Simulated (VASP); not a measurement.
# I (Im-3m) in VASP: notebook

The runs below take I through single point, with PBE.

All numbers are computed with VASP 6.6.1; they aren't measurements. Logs are shortened: lines on timing, memory, paths and dates and some standing lists are left out, and cuts for length are marked.

## 1. The crystal as given

The structure is cubic, space group Im-3m (No. 229). The conventional cell has a = 4.179 Å, b = 4.179 Å, c = 4.179 Å, α = 90.00°, β = 90.00°, γ = 90.00°. Around I (site symmetry m-3m) lie 8 I at 3.62 Å.

The real solid is made of molecules; this cell is a model form.

## 2. Single point, PBE

The input, INCAR:

```
SYSTEM = I
PREC = Normal
ENCUT = 460
EDIFF = 1E-4
ISMEAR = 0
SIGMA = 0.05
LREAL = Auto
LASPH = .TRUE.
NELM = 100
ALGO = Normal
ISIF = 2
LWAVE = .FALSE.
LCHARG = .FALSE.
GGA = PE
NBANDS = 10
ADDGRID = .FALSE.
```

The input, KPOINTS:

```
Automatic mesh
0
G
  5 5 5
  0 0 0
```

The input, POSCAR:

```
I
1.0
   -2.1240960000      2.1667550000      2.1089740000
    2.1114880000     -2.1329730000      2.0625830000
    2.0399160000      2.0487930000     -2.0751920000
I
1
Direct
    0.0126280000     -0.0160290000     -0.0040210000
```

Potentials or basis: VASP PAW PBE potentials, release 64 (I).

On the command line:

```bash
> cat potpaw_PBE.64/I/POTCAR > POTCAR
> mpirun -np 1 vasp_std > vasp.out
```

OUTCAR:

```text
SYSTEM = I
   PREC = Normal
   ENCUT = 460
   EDIFF = 1E-4
   ISMEAR = 0
   LREAL = Auto
   LASPH = .TRUE.
   NELM = 100
   ISIF = 2
   GGA = PE

 Found     63 irreducible k-points:

 Following reciprocal coordinates:
            Coordinates               Weight
  0.000000  0.000000  0.000000      1.000000
  0.200000  0.000000 -0.000000      2.000000
  0.400000  0.000000  0.000000      2.000000
 -0.000000  0.200000 -0.000000      2.000000
  0.200000  0.200000 -0.000000      2.000000
  0.400000  0.200000 -0.000000      2.000000
   k-points           NKPTS =     63   k-points in BZ     NKDIM =     63   number of bands    NBANDS=     10
   number of dos      NEDOS =    301   number of ions     NIONS =      1
   total plane-waves  NPLWV =   8000
   dimension x,y,z NGX =    20 NGY =   20 NGZ =   20
   dimension x,y,z NGXF=    40 NGYF=   40 NGZF=   40
   ions per type =               1
   NGX,Y,Z   is equivalent  to a cutoff of   9.00,  9.13,  9.34 a.u.
   NGXF,Y,Z  is equivalent  to a cutoff of  18.00, 18.26, 18.69 a.u.
 SYSTEM =  I
   PREC   = normal    normal or accurate (medium, high low for compatibility)
   ISTART =      0    job   : 0-new  1-cont  2-samecut
   ICHARG =      2    charge: 1-file 2-atom 10-const
   ISPIN  =      1    spin polarized calculation?
   LNONCOLLINEAR =      F non collinear calculations
   LSORBIT =      F    spin-orbit coupling
   LASPH  =      T    aspherical Exc in radial PAW
   ENCUT  =  460.0 eV  33.81 Ry    5.81 a.u.   6.46  6.37  6.22*2*pi/ulx,y,z
   NELM   =    100;   NELMIN=  2; NELMDL= -5     # of ELM steps
   EDIFF  = 0.1E-03   stopping-criterion for ELM
   LREAL  =      T    real-space projection
   EDIFFG = 0.1E-02   stopping-criterion for IOM
   NSW    =      0    number of steps for IOM
   IBRION =     -1    ionic relax: 0-MD 1-quasi-New 2-CG
   NFREE  =      0    steps in history (QN), initial steepest desc. (CG)
   ISIF   =      2    stress and relaxation
   ISYM   =      2    0-nonsym 1-usesym 2-fastsym
   POTIM  = 0.5000    time-step for ionic-motion
   TEBEG  =    0.0;   TEEND  =   0.0 temperature during run
   PSTRESS=    0.0 pullay stress
   NELECT =       7.0000    total number of electrons
   NUPDOWN=      -1.0000    fix difference up-down
   EMIN   =  10.00;   EMAX   =-10.00  energy-range for DOS
   EFERMI =   0.00;   METHOD = LEGACY
   ISMEAR =     0;   SIGMA  =   0.05  broadening in eV -4-tet -1-fermi 0-gaus
   EFERMI_NEDOS =   21; number of points for ismear=-14 and -15
   IALGO  =     38    algorithm
   IMIX   =      4    mixing-type and parameters
     AMIX     =   0.40;   BMIX     =  1.00
     AMIX_MAG =   1.60;   BMIX_MAG =  1.00
  volume/ion in A,a.u.               =      36.48       246.21
  Fermi-wavevector in a.u.,A,eV,Ry     =   0.944215  1.784308 12.130170  0.891542
  Thomas-Fermi vector in A             =   2.071998
   LORBIT       =      0    0 simple, 1 ext, 2 COOP (PROOUT), +10 PAW based schemes
   GGA     = PE    functional components
   LHFCALC =     F    Hartree Fock is set to
   AEXX    =    0.0000 exact exchange contribution
   IVDW    =     0    specifies the selected vdW correction
   LEPSILON=     F    determine dielectric tensor
   LRPA    =     F    only Hartree local field effects (RPA)
 non-spin polarized calculation
 Gauss-broadening in eV      SIGMA  =   0.05
  energy-cutoff  :      460.00
  volume of cell :       36.48
 maximum number of plane-waves:       830
   NGX = 13   NGY = 13   NGZ = 13

 number of electron       7.0000002 magnetization

 Free energy of the ion-electron system (eV)
  ---------------------------------------------------
  ext. energy  EPLUGINS =         0.00000000
  ---------------------------------------------------
  free energy    TOTEN  =        -1.13487319 eV

  energy without entropy =       -1.13117338  energy(sigma->0) =       -1.13302328

 E-fermi :   4.1679     XC(G=0):  -8.9214

 val. band max:        4.1578651970   @ k =  -0.0000   0.2000  -0.0000
 cond. band min:       4.1711562023   @ k =  -0.4000  -0.0000   0.2000
 fundamental gap:      0.0132910052
 Fermi energy:         4.1678870611

 k-point     1 :       0.0000    0.0000    0.0000
  band No.  band energies     occupation
      1      -9.2000      2.00000
      2       4.7378      0.00000
      3       4.8924      0.00000
      4       5.0027      0.00000
      5      10.9111      0.00000
      6      13.6071      0.00000
      7      13.7504      0.00000
      8      14.1835      0.00000
      9      16.0501      0.00000
     10      16.2707      0.00000

 k-point     2 :       0.2000    0.0000   -0.0000
  band No.  band energies     occupation
      1      -8.8202      2.00000
      2       2.7027      2.00000
      3       4.2686      0.00440
      4       4.8442      0.00000
      5      11.5119      0.00000
      6      12.5826      0.00000
      7      13.8956      0.00000
      8      15.4532      0.00000
      9      15.7239      0.00000
     10      15.8290      0.00000

 k-point     3 :       0.4000    0.0000    0.0000
  band No.  band energies     occupation
      1      -8.0489      2.00000
      2       0.1926      2.00000
      3       3.5239      2.00000
      4       4.6781      0.00000
      5      10.1596      0.00000
      6      11.5406      0.00000
      7      16.2254      0.00000
      8      16.3678      0.00000
      9      18.0632      0.00000
     10      19.1033      0.00000

 k-point     4 :      -0.0000    0.2000   -0.0000
  band No.  band energies     occupation
      1      -8.7979      2.00000
      2       2.7578      2.00000
      3       4.1579      1.22318
      4       4.7976      0.00000
      5      11.4779      0.00000
      6      12.4970      0.00000
      7      13.9666      0.00000
      8      15.2693      0.00000
      9      15.6961      0.00000
     10      15.8112      0.00000

 k-point     5 :       0.2000    0.2000   -0.0000
  band No.  band energies     occupation
      1      -8.1801      2.00000
      2       0.9586      2.00000
      3       3.0748      2.00000
      4       4.4400      0.00000
      5      11.4735      0.00000
      6      12.1758      0.00000
      7      14.2553      0.00000
      8      15.3675      0.00000
      9      17.8639      0.00000
     10      18.8892      0.00000

 k-point     6 :       0.4000    0.2000   -0.0000
  band No.  band energies     occupation
      1      -7.7691      2.00000
      2       0.2103      2.00000
      3       2.1171      2.00000
      4       4.2611      0.00837
      5      11.1772      0.00000
      6      12.6388      0.00000
      7      15.2894      0.00000
      8      16.0278      0.00000
      9      18.9497      0.00000
     10      20.0199      0.00000

 [... further k-points ...]

------------------------ aborting loop because EDIFF is reached ----------------------------------------

  FORCE on cell =-STRESS in cart. coord.  units (eV):
  Direction    XX          YY          ZZ          XY          YZ          ZX
  --------------------------------------------------------------------------------------
  -------------------------------------------------------------------------------------
  Total       -0.2282609     -0.2064242     -0.1853015     -0.8196540      0.3984976     -0.0794073
  in kB      -10.0238050     -9.0648686     -8.1372909    -35.9941221     17.4995448     -3.4870751
  external PRESSURE =      -9.0753215 kB  Pullay stress =       0.0000000 kB

 VOLUME and BASIS-vectors are now :
 -----------------------------------------------------------------------------
  energy-cutoff  :      460.00
  volume of cell :       36.48
      direct lattice vectors                 reciprocal lattice vectors
    -2.124096000  2.166755000  2.108974000     0.005496097  0.235420953  0.237828778
     2.111488000 -2.132973000  2.062583000     0.241671392  0.002899229  0.240425590
     2.039916000  2.048793000 -2.075192000     0.245788549  0.242134979 -0.001217987

 POSITION                                       TOTAL-FORCE (eV/Angst)
 -----------------------------------------------------------------------------------
      4.08253     -0.03087     -0.01069         0.000000     -0.000000      0.000000
 -----------------------------------------------------------------------------------
    total drift:                               -0.000002      0.000000      0.000001

  FREE ENERGIE OF THE ION-ELECTRON SYSTEM (eV)
  ---------------------------------------------------
  free  energy   TOTEN  =        -1.1348731908 eV

  energy  without entropy=       -1.1311733766  energy(sigma->0) =       -1.13302328
```

It took 5.6 s on 1 thread of Intel Xeon Platinum 8488C (Sapphire Rapids), shared host; peak memory 0.12 GiB.

The run converged, but some of its settings lie outside the range that counts as converged, so its numbers aren't taken as properties of the crystal.

Results:

- Free energy: -1.1349 eV
- Pressure: -0.9 GPa
- Band gap on the k mesh: none (metal or under the smearing width)

Caveat: the k mesh is coarse (spacing up to 0.43 Å⁻¹), so the values aren't converged; an odd number of electrons without spin polarisation forces a metal; a magnetic or distorted state may lie lower.

## 3. Single point, PBE

This run uses another cell than the first one, of the same volume but with other edges.

The input, INCAR:

```
SYSTEM = I
PREC = Accurate
ENCUT = 520
EDIFF = 1E-6
ISMEAR = 0
SIGMA = 0.05
LREAL = .FALSE.
LASPH = .TRUE.
NELM = 100
ALGO = Normal
ISIF = 2
LWAVE = .FALSE.
LCHARG = .FALSE.
GGA = PE
NBANDS = 10
ADDGRID = .FALSE.
```

KPOINTS is that of step 2.

The input, POSCAR:

```
I
1.0
   -2.0893754423      2.0893754423      2.0893754423
    2.0893754423     -2.0893754423      2.0893754423
    2.0893754423      2.0893754423     -2.0893754423
I
1
Direct
    0.0000000000      0.0000000000      0.0000000000
```

Potentials or basis: VASP PAW PBE potentials, release 64 (I).

On the command line:

```bash
> cat potpaw_PBE.64/I/POTCAR > POTCAR
> mpirun -np 1 vasp_std > vasp.out
```

Wall time 3.4 s (1 thread of Intel Xeon Platinum 8488C (Sapphire Rapids), shared host); peak memory 0.15 GiB.

These settings aren't checked as converged: the numbers below hold their error.

What came out:

| Property | Result |
| --- | --- |
| Free energy | -1.1169 eV |
| Pressure | -1.0 GPa |
| Band gap on the k mesh | none (metal or under the smearing width) |

Caveat: the k mesh is coarse (spacing up to 0.43 Å⁻¹), so the values aren't converged; an odd number of electrons without spin polarisation forces a metal; a magnetic or distorted state may lie lower.
